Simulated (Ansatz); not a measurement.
# rocksalt-structured TaAs

The computed numbers are results of r²SCAN, scalar-relativistic (no spin polarisation) in the plane-wave PAW code Ansatz at 500 eV, Γ-centred 12×12×12 mesh, 0.05 eV Gaussian smearing. The datasets are Ansatz's generated set soft_2.

```
Ta As
1.0
     0.00000    2.61928    2.61928
     2.61928    0.00000    2.61928
     2.61928    2.61928    0.00000
Ta As
1 1
Direct
  0.50000 0.50000 0.50000
  0.00000 0.00000 0.00000
```

The cell came from substitution into a structure type; no database entry of this phase was matched, which doesn't show that none exists.

The cell is relaxed to zero pressure at this level.

The cell has space group Fm-3m (read at 0.01 Å). In it the stress is 0.00, 0.00, 0.00, 0.00, 0.00, 0.00 GPa and the largest force component 0.000 eV/Å. Each change below starts from this cell, without further relaxation. Stress is in GPa, positive in compression, in the order xx, yy, zz, yz, xz, xy; energies are counted from the cell above and are free energies with the smearing's entropy, which match forces and stress in a metal.

What happens when atom 2 (As) is moved by 0.12 Å along x?

The energy changes by 47.2 meV per cell, and the force on it along the shift is -0.821 eV/Å (−F/u = 6.84 eV/Å²). Stress: 4.47, -0.50, -0.50, 0.00, 0.00, 0.00.
```tsv
atom	Fx (eV/Å)	Fy	Fz
Ta1	0.821	0.000	0.000
As2	-0.821	0.000	0.000
```
In a harmonic crystal the energy would rise by −½F·u = ½ × 6.84 × 0.12² eV = 49.3 meV, close to the run's value; the rest is anharmonic or numerical.

What stress follows from an engineering strain of 3 % in yz, atoms carried along?

0.04, 0.00, 0.00, -0.59, 0.00, 0.00 GPa; the energy changes by 1.8 meV per cell.
The change of the stress over the strain gives a clamped-atom stiffness of about 19.7 GPa for this component.
In a harmonic crystal the energy would rise by V(½Cε² − σ₀ε), with σ₀ the stress of the unstrained cell, = 2.0 meV, close to the run's value; the rest is anharmonic or numerical.

All atoms and the cell are disturbed at random:
```xyz
2
Lattice="-0.0027 2.5740 2.6043 2.6532 -0.0182 2.6198 2.6724 2.6086 -0.0373" Properties=species:S:1:pos:R:3 pbc="T T T"
Ta    2.6512    2.6273    2.6158
As    0.0103   -0.0451   -0.0224
```
Give the energy change, the stress and the forces.

54.2 meV per cell; stress -6.02, 4.34, -1.94, 0.15, 0.19, -0.06 GPa.
| atom | Fx (eV/Å) | Fy | Fz |
| --- | --- | --- | --- |
| Ta1 | 0.083 | -0.714 | -0.263 |
| As2 | -0.083 | 0.714 | 0.263 |

Scalar-relativistic only: spin–orbit splittings of the heavy atoms' levels are missing.
